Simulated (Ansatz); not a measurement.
Crystal: BaTiO3.

```
CELL_PARAMETERS angstrom
3.99980 0.00000 0.00000
0.00000 3.99980 0.00000
0.00000 0.00000 4.01800
ATOMIC_POSITIONS crystal
Ba 0.99557 0.99064 0.00350
Ti 0.50254 0.49192 0.46877
O 0.47922 0.51432 0.00641
O 0.50273 0.00330 0.50938
O 0.01995 0.49981 0.53994
```

Base run:

* Program: Ansatz 0.2.0
* Functional: PBE
* Potentials or basis: Ansatz PAW
* Cutoff: 420 eV (not typed: the program's choice for these potentials)
* k mesh: 5 × 5 × 5
* Occupations: fermi-dirac, width 0.05 eV
* Spin: no spin polarisation

Its results: band gap on the k mesh 2.07 eV, indirect (least direct gap 2.24 eV); pressure 3.1 GPa; largest force 1.313 eV/Å.

Q: The run is repeated on the same cell with these changes: potentials or basis from Ansatz PAW to Ansatz NC; cutoff from 420 eV (not typed: the program's choice for these potentials) to 1240 eV (not typed: the program's choice for these potentials); k mesh from 5 × 5 × 5 to 7 × 7 × 7. What comes out?

A: Band gap on the k mesh 2.01 eV, indirect (least direct gap 2.24 eV); pressure 3.0 GPa; largest force 1.312 eV/Å.

Caveats: spin-orbit coupling is left out, which moves the levels of the heavy elements; forces of over 1 eV/Å show positions far from the minimum, so gaps and moduli don't describe the material at rest; odd divisions of the mesh miss points on the zone boundary, where band edges often lie, so the gap on the mesh can be too wide (some runs); the k mesh misses the band edges, so the gap on the mesh is wider than the one along the path (some runs).
